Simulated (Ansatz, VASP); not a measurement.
**Two plane-wave programs on BN**

Contents of INCAR:

```
  PREC = Accurate
  ENCUT = 600
  EDIFF = 1E-6
  ISMEAR = -1
  SIGMA = 0.05
  LREAL = F
  LASPH = T
  NELM = 80
  ALGO = Normal
  ISIF = 3
  LWAVE = F
  LCHARG = F
  GGA = RE
  IVDW = 12
  IBRION = 2
  NSW = 60
  EDIFFG = -0.005
```

KPOINTS

```
Automatic mesh
0
Gamma
  12 12 12
```

POSCAR

```
BN
1.0
    1.2511217832      0.7223354983      3.3729344033
   -1.2511217832      0.7223354983      3.3729344033
    0.0000000000     -1.4446709966      3.3729344033
N B
1 1
Direct
    0.6672382000      0.6672382000      0.6672382000
    0.0003288000      0.0003288000      0.0003288000
```

The input input.yaml:

```yaml
crystal:
  lattice:
    - [1.2511217832, 0.7223354983, 3.3729344033]
    - [-1.2511217832, 0.7223354983, 3.3729344033]
    - [0.0, -1.4446709966, 3.3729344033]
  atoms:
    - { symbol: "N", position: [0.6672382, 0.6672382, 0.6672382] }
    - { symbol: B, position: [0.0003288, 0.0003288, 0.0003288] }
hamiltonian:
  xc: revpbe
  pseudopotentials: { kind: paw }
  dispersion: d3bj
kpoints:
  mp_grid: { grid: [12, 12, 12] }
scf:
  occupations: { method: fermi_dirac, width: 0.05 }
output:
  forces: true
  stress: true
  eigenvalues: true
relax:
  f_tol: 0.01
  max_steps: 40
  cell: { stress_tol: 0.05 }
```

The cell is a database's computed one.

Alike in both runs: task relaxation of cell and atoms; functional revPBE; dispersion D3(BJ); k mesh 12 × 12 × 12; occupations fermi-dirac, width 0.05 eV; no spin polarisation.

|  | VASP | Ansatz |
| --- | --- | --- |
| version | VASP 6.6.1 | Ansatz 0.2.0 |
| potentials or method | VASP PAW PBE potentials, release 64 (N, B) | Ansatz PAW |
| plane-wave cutoff (eV) | 600 | 420 |
| valence electrons in the cell | 8 | 8 |

VASP gave:

```
gap on the k mesh at the Fermi level, each at its own relaxed structure (eV) : 4.12
relaxed volume (Å³/atom)                                                     : 8.45
relaxed cell length with the largest relative difference (Å)                 : 3.425
energy change over the relaxation (meV/atom)                                 : -7
```

Estimate Ansatz's values.

gap on the k mesh at the Fermi level, each at its own relaxed structure (eV): 4.15; relaxed volume (Å³/atom): 8.51; relaxed cell length with the largest relative difference (Å): 3.444; energy change over the relaxation (meV/atom): -6.

Caveats: the PAW data sets were made with another functional, which shifts forces and pressure a little (VASP); the plane-wave basis is chosen anew once the cell has moved, so the energies of steps on either side of that aren't comparable (Ansatz); the pressure holds a Pulay correction of +0.6 GPa for the finite cutoff (Ansatz); the PAW data sets come from PBE, with cores solved anew for the run's functional, which leaves a small shift of forces and pressure (Ansatz). A k mesh can miss the band edges.
